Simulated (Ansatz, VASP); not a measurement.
**Two plane-wave programs on TiC**

```
CELL_PARAMETERS angstrom
0.00000 2.16647 2.16647
2.16647 0.00000 2.16647
2.16647 2.16647 0.00000
ATOMIC_POSITIONS crystal
Ti 0.00000 0.00000 0.00000
C 0.50000 0.50000 0.50000
```

Alike in both runs: functional PBE; k mesh 16 × 16 × 16; occupations fermi-dirac, width 0.15 eV; no spin polarisation.

Ansatz relaxed the structure, and its values are those at the end. VASP's run is a single point on that final structure, the one shown.

|  | VASP | Ansatz |
| --- | --- | --- |
| version | VASP 6.6.1 | Ansatz 0.2.0 |
| potentials or method | VASP PAW PBE potentials, release 64 (Ti_sv, C) | scalar-relativistic, plane waves, PAW |
| plane-wave cutoff (eV) | 520 | 420 |
| valence electrons in the cell | 16 | 16 |

Ansatz gave:

* gap on the k mesh at the Fermi level (eV): none
* pressure (GPa): 0.0

Question: Which values does VASP return?

Answer: gap on the k mesh at the Fermi level (eV): none; pressure (GPa): 0.3.

A gap of «none» marks a metal or a gap that the smearing closes. With one functional, cell and mesh, what is left measures potentials, basis and numerics.
